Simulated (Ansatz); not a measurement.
HfO2:

```
Hf O
1.0
     0.00000    2.55750    2.55750
     2.55750    0.00000    2.55750
     2.55750    2.55750    0.00000
Hf O
1 2
Direct
  0.00000 0.00000 0.00000
  0.75000 0.75000 0.75000
  0.25000 0.25000 0.25000
```

Measurements of this composition are mostly on another form, of space group No. 14.

Program: Ansatz 0.2.0. Alike in all runs: task band structure; no spin polarisation; cell as given; k mesh 9 × 9 × 9; smearing fermi-dirac 0.05 eV. Hardware: 2 threads of AMD EPYC 9B45 (Zen 5), on a shared host.

**Question.** Order these runs on this cell by their wall time, lowest first.
A. level PBE; potentials or basis Ansatz PAW earlier set; cutoff (eV) 900
B. level PBEsol; potentials or basis Ansatz PAW; cutoff (eV) 420
C. level PBE; potentials or basis PseudoDojo stringent (PBE files); cutoff (eV) 1796

**Answer.** B (0.85 s), A (2 s), C (4.9 s).
